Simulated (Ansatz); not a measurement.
# Preparing SiO2 (P3_121) as a host crystal

Aim: the runs on the perfect crystal SiO2 (P3_121) that a defect calculation needs first.

Main program and level: Ansatz 0.2.0; plane-wave PAW DFT, r2SCAN; relaxation of the host's cell and atoms; PAW set soft_1, in the first sound run; inputs show where later runs differ.

## (1) The structure

Symmetry: P3_121, No. 152, trigonal system. Conventional cell: a = 4.915 Å, b = 4.915 Å, c = 5.431 Å, α = 90.00°, β = 90.00°, γ = 120.00°. Nearest to Si lie 4 O at 1.61 to 1.62 Å. Nearest to O lie 2 Si at 1.61 to 1.62 Å. Farther neighbours and most contacts between anions are not listed.

## (2) Host cell relaxation

Cell and atoms are relaxed together, until forces and stress fall under their thresholds.

cell/input.yaml

```yaml
crystal:
  lattice:
    - [4.9149662, 0.0, 0.0]
    - [-2.4574831, 4.2564856, 0.0]
    - [0.0, 0.0, 5.4313011]
  atoms:
    - { symbol: Si, position: [0.53108859, 0.53108859, 0.0] }
    - { symbol: Si, position: [0.0, 0.46891141, 0.66666667] }
    - { symbol: Si, position: [0.46891141, 0.0, 0.33333333] }
    - { symbol: O, position: [0.26922311, 0.41339429, 0.78489098] }
    - { symbol: O, position: [0.58660571, 0.85582882, 0.11822431] }
    - { symbol: O, position: [0.14417118, 0.73077689, 0.45155765] }
    - { symbol: O, position: [0.41339429, 0.26922311, 0.21510902] }
    - { symbol: O, position: [0.73077689, 0.14417118, 0.54844235] }
    - { symbol: O, position: [0.85582882, 0.58660571, 0.88177569] }
basis:
  ecutwfc: 500
  xc_grid: 2
hamiltonian:
  xc: r2scan
  pseudopotentials: { kind: paw, azcp: { folder: soft_1 } }
kpoints:
  mp_grid: { grid: [7, 7, 5] }
scf:
  occupations: { method: fixed }
  max_iter: 100
relax:
  f_tol: 0.005
  max_steps: 60
  cell: {}
output:
  forces: true
  stress: true
checkpoint:
  write: "../cell.run"
  compress: false
  write_wavefunctions: false
  write_every: 100000
```

The run is started by

```
> ansatz run input.yaml --threads 8 --pin off --max-ram 22609MiB --backend cpu --events-out ev --progress --plain --runs-dir out
```

Numbers of over 12 decimals in the logs are rounded to 6 here.

The log of the run:

```text
[... repeated set-up lines and file paths are left out, and long positions are rounded to six places ...]
Engine: ansatz 0.2.0, aarch64-unknown-linux-gnu
Pseudopotentials: kind: paw
Pseudopotential: Si, paw, valence charge 4, recommended cutoff 500 eV (meta_gga), soft_1/Si.paw.azcp
Pseudopotential: O, paw, valence charge 6, recommended cutoff 500 eV (meta_gga), soft_1/O.paw.azcp
Functional definition: r2SCAN
  parameter k0 = 0.174
  parameter k1 = 0.065
  parameter a1 = 4.9479
  exchange = r2scan_x(k0 = k0, k1 = k1, a1 = a1)
  correlation = r2scan_c
Crystal: 9 atoms, lattice volume = 113.625 Å³
Basis set: ecut = 500 eV, 2869 PW (Γ), exchange–correlation on 72×72×80 points (8 copies of the dense FFT grid, shifted against one another)
Bands: 33, of which v1, the nominal top of the filled ones, is band 24 counted from 1 (23 counted from 0)
Symmetry: 6 space group operations
Space group: P3121 (ITA 152), of the structure as read, at distance tolerance 4.8e-5 Å
k-points: 32 of 245 (time reversal used)
Non-local potential: Si, projectors of the file, l = 0: 2, l = 1: 2, l = 2: 1
Non-local potential: O, projectors of the file, l = 0: 2, l = 1: 2, l = 2: 1
PAW form: soft (Blöchl's): semilocal exchange-correlation on the pseudo side does not see the compensation charge
PAW frozen core: Si, regenerated for the run's functional (the file was generated under x = pbe(κ = 0.804, μ = 0.219515), c = pbe(β = 0.066725))
PAW frozen core: O, regenerated for the run's functional (the file was generated under x = pbe(κ = 0.804, μ = 0.219515), c = pbe(β = 0.066725))
PAW one-centre angular grid: Si, 302 points (default); XC on 160 Gauss nodes
PAW one-centre angular grid: O, 302 points (default); XC on 160 Gauss nodes
Initial density: superposition of atomic densities (chi_scale 0.1, normalization cell, long waves kept (reshape's long-wave potential 0.01 eV rms))
Initial wavefunctions: pseudopotential atomic-orbital guess
Functional: x = r2scan, c = r2scan; τ floored in thin density (d = 2e-4 eV/Å³)
SCF iter   1: F=—  HF=-5343.927866 eV  |F-HF|=—  |Δ(HF+E_count)|=         —  Δρ=1.31e-1  dr2=1.77e1  dr2_τ=2.05e0  ethr=3.10e-3  ⟨swp⟩=4.9  Hψ=4572  notcnv=0  defer=183
preconditioner: auto → Resta (q_TF=auto, 2.363 Å⁻¹)  ε∞=2.6  [insulator: Δε(μ)=7.823 eV  Ē_g=19.279 eV  n_scr=22 (ndim 8)  ℏωp=24.1 eV  f_vac=0.003  ε∞_Penn≈2.6]
SCF iter   2: F=—  HF=-5339.845741 eV  |F-HF|=—  |Δ(HF+E_count)|=    4.08e0  Δρ=4.41e-2  dr2=1.05e0  dr2_τ=3.68e-1  ethr=3.10e-3  ⟨swp⟩=3.3  Hψ=2572  notcnv=0  defer=185
SCF iter   3: F=—  HF=-5340.237868 eV  |F-HF|=—  |Δ(HF+E_count)|=   3.92e-1  Δρ=2.18e-2  dr2=2.93e-1  dr2_τ=2.14e-2  ethr=2.19e-3  ⟨swp⟩=2.1  Hψ=1065  notcnv=0  defer=176
automatic band count: iteration 3 solves 32 bands in place of 33: the levels show a gap, and the empty bands left out lie too high to hold charge; the band table lists the bands solved (type scf.n_extra_bands for more)
SCF iter   4: F=—  HF=-5340.298458 eV  |F-HF|=—  |Δ(HF+E_count)|=   6.06e-2  Δρ=1.76e-3  dr2=2.01e-3  dr2_τ=2.93e-4  ethr=6.11e-4  ⟨swp⟩=4.0  Hψ=1862  notcnv=0  defer=191
SCF iter   5: F=—  HF=-5340.299863 eV  |F-HF|=—  |Δ(HF+E_count)|=   1.41e-3  Δρ=2.46e-4  dr2=8.28e-5  dr2_τ=9.84e-6  ethr=4.20e-6  ⟨swp⟩=2.7  Hψ=1650  notcnv=0  defer=191
SCF iter   6: F=—  HF=-5340.299922 eV  |F-HF|=—  |Δ(HF+E_count)|=   5.89e-5  Δρ=7.40e-5  dr2=4.79e-6  dr2_τ=5.84e-7  ethr=1.72e-7  ⟨swp⟩=2.3  Hψ=1728  notcnv=0  defer=191
SCF iter   7: F=-5340.299924 eV  HF=-5340.299924 eV  |F-HF|=4.17e-8  |Δ(HF+E_count)|=   2.44e-6  Δρ=7.72e-6  dr2=7.77e-8  dr2_τ=5.90e-9  ethr=2.08e-10  ⟨swp⟩=4.3  Hψ=4935  notcnv=0
SCF 1 converged in 7 iterations: F = -5340.299924 eV  dr2 = 7.77e-8
  greatest PAW one-centre occupation: 0.868 electrons in one spin orbital (limit 2), on the O atom at site 6 (counted from 0), in its partial waves of l = 0
relax step   1: F+E_penalty+E_count = -5340.29992437 eV  Δ(F+E_penalty+E_count) = +0.000e0 eV  max|allowed force component| = 1.631e-2 eV/Å  Δτ_max = 0.0000 Å  P = +0.058 GPa  Ω = 113.625 Å³  (7 SCF iters, dr2 threshold 1.00e-7 eV, accepted)
[... the SCF cycles and remarks between the steps are left out from here to the last step ...]
relax step   2: F+E_penalty+E_count = -5340.30012170 eV  Δ(F+E_penalty+E_count) = -1.973e-4 eV  max|allowed force component| = 1.263e-2 eV/Å  Δτ_max = 0.0006 Å  P = +0.037 GPa  Ω = 113.630 Å³  energy of the carried Pulay correction = -2.998e-6 eV  (4 SCF iters, dr2 threshold 6.68e-8 eV, accepted)
relax step   3: F+E_penalty+E_count = -5340.30034137 eV  Δ(F+E_penalty+E_count) = -2.197e-4 eV  max|allowed force component| = 2.554e-3 eV/Å  Δτ_max = 0.0014 Å  P = +0.007 GPa  Ω = 113.600 Å³  energy of the carried Pulay correction = +1.801e-5 eV  (5 SCF iters, dr2 threshold 3.09e-8 eV, accepted)
Initial wavefunctions: pseudopotential atomic-orbital guess (no wavefunctions were taken with the density)
iter 1 solved again at ethr=1.49e-7 eV; its pass at ethr=3.10e-3 eV (dr2=7.16e-5 eV) is discarded
SCF iter   1: F=—  HF=-5340.300312 eV  |F-HF|=—  |Δ(HF+E_count)|=         —  Δρ=2.15e-5  dr2=3.92e-8  dr2_τ=5.35e-8  ethr=1.49e-7  ⟨swp⟩=3.9  Hψ=7838  notcnv=0  defer=223
SCF iter   2: F=—  HF=-5340.300314 eV  |F-HF|=—  |Δ(HF+E_count)|=   2.19e-6  Δρ=1.06e-5  dr2=6.46e-9  dr2_τ=5.76e-8  ethr=8.17e-11  ⟨swp⟩=3.0  Hψ=2293  notcnv=0  defer=223
SCF iter   3: F=—  HF=-5340.300314 eV  |F-HF|=—  |Δ(HF+E_count)|=   2.52e-7  Δρ=3.83e-6  dr2=1.02e-9  dr2_τ=7.25e-9  ethr=1.35e-11  ⟨swp⟩=2.1  Hψ=1563  notcnv=0  defer=223
SCF iter   4: F=-5340.300314 eV  HF=-5340.300314 eV  |F-HF|=6.37e-11  |Δ(HF+E_count)|=   3.64e-8  Δρ=1.99e-7  dr2=3.17e-11  dr2_τ=1.28e-11  ethr=1.00e-12  ⟨swp⟩=3.6  Hψ=4427  notcnv=0
SCF 4 converged in 4 iterations: F = -5340.300314 eV  dr2 = 3.17e-11
relax step   4: F+E_penalty+E_count = -5340.30031409 eV  Δ(F+E_penalty+E_count) = +2.728e-5 eV  max|allowed force component| = 2.567e-3 eV/Å  Δτ_max = 0.0000 Å  P = +0.007 GPa  Ω = 113.600 Å³  stress off target by 1.43e-2 GPa  SCF on the basis re-selected at this cell (its energy is not comparable with the rows above)  (4 SCF iters)
basis re-selected at this cell: Δ(F+E_penalty+E_count) = +2.728e-5 eV, ΔP = +0.000 GPa vs the last step (what re-selecting the basis moved, of the pressure what is left beyond the Pulay correction that the steps carried, after the strain that the cell walked [...]
SCF converged after 4 iterations
Free energy (F): -5340.300314 eV
Harris-Foulkes:  -5340.300314 eV  (|F-HF|=6.37e-11)
Internal energy: -5340.300314 eV  (E = F + TS)
E sigma→0 (E₀):  -5340.300314 eV
Fermi energy:    2.002561 eV
--- Per-component energies (eV) ---
  E_band       = -243.266415
  E_kinetic    = 1175.341732
  E_local      = -2933.055276  (includes V_loc(G=0)·N_el)
  E_nonlocal   = 373.925185
  E_hartree    = 1076.899483
  E_xc         = -590.261771
  E_vxc        = -777.985933  (∫ρ·V_xc dr)
  E_paw        = -2550.673360  (= ΣΔE_a)
  E_vpaw       = -283.961503  (= ΣTr[D̂ρ^β])
  E_aug_tail   = 0.001724  (compensation charges beyond the density's cutoff)
  E_vtau       = 48.668742  (kinetic-family band-sum trace: ∫τ·v_τ [+ j·A + Jᵃ·Aᵃ] dr)
  E_ewald      = -1892.057084
  E_core_change = -0.420946  (= ΣΔE_core)
  E_smearing   = -0.000000  (= −TS)
  E_closure    = -0.000000  (closes the sum)
  Σ components = -5340.300314   (vs F -5340.300314, Δ=0.00e0)
--- Forces (eV/Å), atoms counted from 1 ---
  atom   1  Si     0.00015344     0.00026577    -0.00000000
  atom   2  Si     0.00015344    -0.00026577     0.00000000
  atom   3  Si    -0.00030689    -0.00000000     0.00000000
  atom   4  O     -0.00033301    -0.00256735    -0.00175789
  atom   5  O      0.00238989     0.00099528    -0.00175789
  atom   6  O     -0.00205689     0.00157207    -0.00175789
  atom   7  O     -0.00205689    -0.00157207     0.00175789
  atom   8  O      0.00238989    -0.00099528     0.00175789
  atom   9  O     -0.00033301     0.00256735     0.00175789
  max |Σ_I F_I| component: 6.02e-17 eV/Å
--- Stress (GPa, compression-positive) ---
        0.003444       0.000000      -0.000000
        0.000000       0.003444       0.000000
       -0.000000       0.000000       0.014338
  P = ⅓ Tr σ = 0.0071 GPa (0.071 kbar)
--- Relaxed structure (3 steps of the walk, 3 accepted, 1 SCFs on fresh bases) ---
  F+E_penalty+E_count = -5340.30031409 eV   max|allowed force component| = 2.567e-3 eV/Å   (the final SCF, on the basis selected at the relaxed cell)
  cell:  # Å, volume = 113.5996 Å³
    - [4.921102, 0, -5.3488269983078565e-19]
    - [-2.460551, 4.261799, 2.6744134991539282e-19]
    - [-5.910740529298038e-19, 0, 5.416535]
  atoms:
    - { symbol: Si, position: [0.531029, 0.531029, 0] }
    - { symbol: Si, position: [-2.7675502216775916e-17, 0.468971, 0.666667] }
    - { symbol: Si, position: [0.468971, 0, 0.333333] }
    - { symbol: O, position: [0.269038, 0.413213, 0.784584] }
    - { symbol: O, position: [0.586787, 0.855825, 0.117918] }
    - { symbol: O, position: [0.144175, 0.730962, 0.451251] }
    - { symbol: O, position: [0.413213, 0.269038, 0.215416] }
    - { symbol: O, position: [0.730962, 0.144175, 0.548749] }
    - { symbol: O, position: [0.855825, 0.586787, 0.882082] }
```

Elapsed: 10 s, on 8 threads of Arm Neoverse V2, shared host; peak memory 0.58 GiB.

Step by step:

| step | energy less that of the first step (eV) | largest force component (eV/Å) | pressure (GPa) | volume (Å³) |
| --- | --- | --- | --- | --- |
| 1 | 0.0000 | 0.0163 | 0.06 | 113.63 |
| 2 | -0.0002 | 0.0126 | 0.04 | 113.63 |
| 3 | -0.0004 | 0.0026 | 0.01 | 113.60 |
| 4* | -0.0004 | 0.0026 | 0.01 | 113.60 |

Relaxation steps marked * repeat the geometry before them on a plane-wave basis chosen anew for their cell, so energy and pressure can jump there.

Forces are held to the 6 operations that the run works with; a distortion that breaks them can't arise in this run.

| conventional cell, symmetrised | before | after | change |
| --- | --- | --- | --- |
| a (Å) | 4.915 | 4.921 | +0.1 % |
| b (Å) | 4.915 | 4.921 | +0.1 % |
| c (Å) | 5.431 | 5.417 | -0.3 % |
| volume (Å³/atom) | 12.63 | 12.62 | -0.0 % |

This step gave:

* pressure: 0.007076 GPa

## (3) Dielectric tensors of the host

The response to a uniform electric field gives the electronic dielectric tensor.

This step: plane-wave PAW DFPT, PBEsol; dielectric tensors, Born charges and zone-centre modes of the host; PAW set soft_1 (Ansatz 0.2.0).

eps/input.yaml

```yaml
crystal:
  lattice:
    - [4.9211020672, 0.0, 0.0]
    - [-2.4605510336, 4.2617994048, 0.0]
    - [0.0, 0.0, 5.4165347629]
  atoms:
    - { symbol: Si, position: [0.5310287163, 0.5310287163, 0.0] }
    - { symbol: Si, position: [0.0, 0.4689712837, 0.6666666667] }
    - { symbol: Si, position: [0.4689712837, 0.0, 0.3333333333] }
    - { symbol: O, position: [0.2690380509, 0.413212997, 0.7845842363] }
    - { symbol: O, position: [0.586787003, 0.8558250538, 0.1179175696] }
    - { symbol: O, position: [0.1441749462, 0.7309619491, 0.4512509029] }
    - { symbol: O, position: [0.413212997, 0.2690380509, 0.2154157637] }
    - { symbol: O, position: [0.7309619491, 0.1441749462, 0.5487490971] }
    - { symbol: O, position: [0.8558250538, 0.586787003, 0.8820824304] }
basis:
  ecutwfc: 420
hamiltonian:
  xc: pbesol
  pseudopotentials: { kind: paw, azcp: { folder: soft_1 }, xc_functional: pbe }
kpoints:
  mp_grid: { grid: [6, 6, 5] }
scf:
  occupations: { method: fixed }
  max_iter: 100
phonons:
  method: dfpt
  dielectric: true
  rigid_motions: translations
```

The log of the run:

```text
[...]
Crystal: 9 atoms, lattice volume = 113.600 Å³
Basis set: ecut = 420 eV, 2209 PW (Γ), exchange–correlation on 72×72×96 points (8 copies of the dense FFT grid, shifted against one another)
Bands: 33, of which v1, the nominal top of the filled ones, is band 24 counted from 1 (23 counted from 0)
Symmetry: 6 space group operations
k-points: 92 of 180 (irreducible under 1 space group operation, time reversal used)
[...]
SCF iter   1: F=—  HF=-5244.294558 eV  |F-HF|=—  |Δ(HF+E_count)|=         —  Δρ=1.24e-1  dr2=1.58e1  ethr=3.10e-3  ⟨swp⟩=5.0  Hψ=13148  notcnv=0  defer=552
[...]
SCF iter  10: F=-5239.863314 eV  HF=-5239.863314 eV  |F-HF|=7.28e-12  |Δ(HF+E_count)|=  2.06e-10  Δρ=6.00e-8  dr2=4.63e-12  ethr=1.00e-12  ⟨swp⟩=18.2  Hψ=23932  notcnv=0
SCF 1 converged in 10 iterations: F = -5239.863314 eV  dr2 = 4.63e-12
[...]
NSCF: frozen V_eff on 5 k-points
DFPT response loops at Γ: preconditioner auto → none (the input reference at scf.mixing.eps_inf says where Resta's filter doesn't serve); β = 0.50; Broyden in place of MSR1
SCF converged after 10 iterations
Free energy (F): -5239.863314 eV
[...]
Internal energy: -5239.863314 eV  (E = F + TS)
E sigma→0 (E₀):  -5239.863314 eV
Fermi energy:    2.386299 eV
[...]
--- Band table (eV; the first three rows and the last of 92) ---
[...]
[... further k-points left out ...]
--- Phonons (Γ-DFPT): 5 representative perturbations + reference, on 92 of 180 k-points (Σ response iterations 20) ---
  k mesh reduced under 1 symmetry operation, with k and −k counted as one. Each operation leaves every solved perturbation unchanged. A smaller set is not considered because the run solves the response to a homogeneous field
  ASR residual: 1.325e-5 → 0.000e0 eV/Å²; symmetrization residual: 2.473e-5 eV/Å²
  ASR residual per site (eV/Å²): 1.20e-5 1.20e-5 1.32e-5 9.38e-6 9.16e-6 1.12e-5 1.12e-5 9.16e-6 9.38e-6
  Γ frequencies (cm⁻¹): 0.00 0.00 0.00 103.97 103.97 196.07 242.72 242.72 332.13 336.48 369.71 369.71 420.23 420.23 443.56 465.45 686.33 686.33 769.55 787.81 787.81 1070.97 1070.97 1079.37 1086.33 1157.37 1157.37
  ε∞ (high-frequency dielectric tensor):
        2.485889    -0.000000     0.000000
       -0.000000     2.485889     0.000000
        0.000000     0.000000     2.518777
  ε⁰ (static dielectric tensor: ions relaxed, cell fixed):
        4.638122     0.000000     0.000000
        0.000000     4.638122     0.000000
        0.000000     0.000000     4.864353
  ε⁰ − ε∞ (ionic part):
        2.152234     0.000000     0.000000
        0.000000     2.152234     0.000000
        0.000000     0.000000     2.345576
  softest optical mode at Γ: 103.97 cm⁻¹; the repairs (sum rule, projections) moved no ω² at Γ by more than (3.43 cm⁻¹)²
  Born effective charges Z* (e; rows j = field, columns β = displacement):
    site 0:
         3.49994   -0.29259    0.26687
        -0.29259    3.16208   -0.15408
        -0.23073    0.13321    3.45282
    site 1:
         3.49994    0.29259   -0.26687
         0.29259    3.16208   -0.15408
         0.23073    0.13321    3.45282
    site 2:
         2.99316   -0.00000    0.00000
         0.00000    3.66886    0.30816
         0.00000   -0.26642    3.45282
    site 3:
        -2.27806   -0.08530   -0.80716
        -0.03162   -1.05295   -0.06864
        -0.81114   -0.14234   -1.72641
    site 4:
        -1.40986    0.53287    0.46302
         0.58656   -1.92115   -0.66470
         0.52884   -0.63130   -1.72641
    site 5:
        -1.30860   -0.52810    0.34414
        -0.47441   -2.02241    0.73334
         0.28230    0.77364   -1.72641
    site 6:
        -1.30860    0.52810   -0.34414
         0.47441   -2.02241    0.73334
        -0.28230    0.77364   -1.72641
    site 7:
        -1.40986   -0.53287   -0.46302
        -0.58656   -1.92115   -0.66470
        -0.52884   -0.63130   -1.72641
    site 8:
        -2.27806    0.08530    0.80716
         0.03162   -1.05295   -0.06864
         0.81114   -0.14234   -1.72641
  Z* charge neutrality: 1.896e-5 e pre-enforcement
  k-mesh period / interband length: 27.1 Å / 0.98 Å = 27.71 at k = (0.0000, 0.0000, 0.0000), direct gap 6.138 eV — 14 or more, which is no proof of convergence
  optical modes at Γ without the LO–TO term, one row a degenerate level:
      ω (cm⁻¹)  modes    IR ((D/Å)²/amu)
        103.97      2             0.0008
        196.07      1             0.0000
        242.72      2             0.4228
        332.13      1             0.0000
[...]
optical modes at Γ + LO–TO along q̂ = [1.0000, 0.0000, 0.0000]:
      ω (cm⁻¹)  modes    IR ((D/Å)²/amu)
[...]
optical modes at Γ + LO–TO along q̂ = [0.0000, 1.0000, 0.0000]:
      ω (cm⁻¹)  modes    IR ((D/Å)²/amu)
[...]
optical modes at Γ + LO–TO along q̂ = [0.0000, 0.0000, 1.0000]:
      ω (cm⁻¹)  modes    IR ((D/Å)²/amu)
[...]
360.62      1             1.0042
        369.71      2             6.4431
        420.23      2            15.3406
        443.56      1             0.0000
        517.24      1             5.1114
        686.33      2             1.3670
        782.78      1             1.9634
        787.81      2             6.6565
       1070.97      2            84.2014
       1086.33      1             0.0000
       1157.37      2             1.2945
       1238.16      1            53.1317
```

Wall time 56 s (8 threads); peak memory 1.6 GiB; 6.8 min of CPU time.

Electronic dielectric tensor:

```
2.49 0.00 0.00
0.00 2.49 0.00
0.00 0.00 2.52
```

Static dielectric tensor:

```
4.64 0.00 0.00
0.00 4.64 0.00
0.00 0.00 4.86
```

The principal values of the electronic dielectric tensor are 2.49, 2.49 and 2.52. The principal values of the static dielectric tensor are 4.64, 4.64 and 4.86.

## (4) Primitive cell on a dense mesh

A dense mesh gives the host's converged energy, against which the supercell's sampling is tested.

This step: plane-wave PAW DFT, r2SCAN; single point of the host's primitive cell on a dense mesh; PAW set soft_1 (Ansatz 0.2.0).

dense/input.yaml, as its differences from eps/input.yaml of step 3:

```diff
@@ -16,14 +16,11 @@
 basis:
-  ecutwfc: 420
+  ecutwfc: 500
+  xc_grid: 2
 hamiltonian:
-  xc: pbesol
-  pseudopotentials: { kind: paw, azcp: { folder: soft_1 }, xc_functional: pbe }
+  xc: r2scan
+  pseudopotentials: { kind: paw, azcp: { folder: soft_1 } }
 kpoints:
-  mp_grid: { grid: [6, 6, 5] }
+  mp_grid: { grid: [7, 7, 5] }
 scf:
-  occupations: { method: fixed }
-  max_iter: 100
-phonons:
-  method: dfpt
-  dielectric: true
-  rigid_motions: translations
+  occupations: { method: fermi_dirac, width: 0.01 }
+  max_iter: 80
```

The log of the run:

```text
[...]
Crystal: 9 atoms, lattice volume = 113.600 Å³
Basis set: ecut = 500 eV, 2869 PW (Γ), exchange–correlation on 72×72×80 points (8 copies of the dense FFT grid, shifted against one another)
Bands: 33, of which v1, the nominal top of the filled ones, is band 24 counted from 1 (23 counted from 0)
Symmetry: 6 space group operations
[...]
k-points: 32 of 245 (time reversal used)
[...]
SCF iter   1: F=—  HF=-5343.922930 eV  |F-HF|=—  |Δ(HF+E_count)|=         —  Δρ=1.31e-1  dr2=1.77e1  dr2_τ=2.05e0  ethr=3.10e-3  ⟨swp⟩=7.2  Hψ=5544  notcnv=0
[...]
SCF iter   7: F=-5340.300314 eV  HF=-5340.300314 eV  |F-HF|=4.27e-8  |Δ(HF+E_count)|=   2.70e-6  Δρ=6.74e-6  dr2=5.25e-8  dr2_τ=4.70e-9  ethr=2.37e-10  ⟨swp⟩=3.4  Hψ=2708  notcnv=0
SCF 1 converged in 7 iterations: F = -5340.300314 eV  dr2 = 5.25e-8
[...]
SCF converged after 7 iterations
Free energy (F): -5340.300314 eV
[...]
Internal energy: -5340.300314 eV  (E = F + TS)
E sigma→0 (E₀):  -5340.300314 eV
Fermi energy:    5.317769 eV
[...]
```

It took 3.1 s on 8 threads; peak memory 0.54 GiB; 22 s of CPU time.

[end of part 1 of 3]

[Logs are printed without paths, hosts, clocks, repeated set-up lines and the standing remarks that a program may print on its own settings, such as how far it seeks lower states.]

[Hosts, paths, dates, database ids (printed as entryN), source tags and the programs' standing remarks are cut or masked in the printed files.]

[Runs of the host that timed out are not shown.]

[For some hosts the program warned that the k-mesh of the response run may be too coarse for force constants and the static dielectric constant; such warnings are not always shown.]
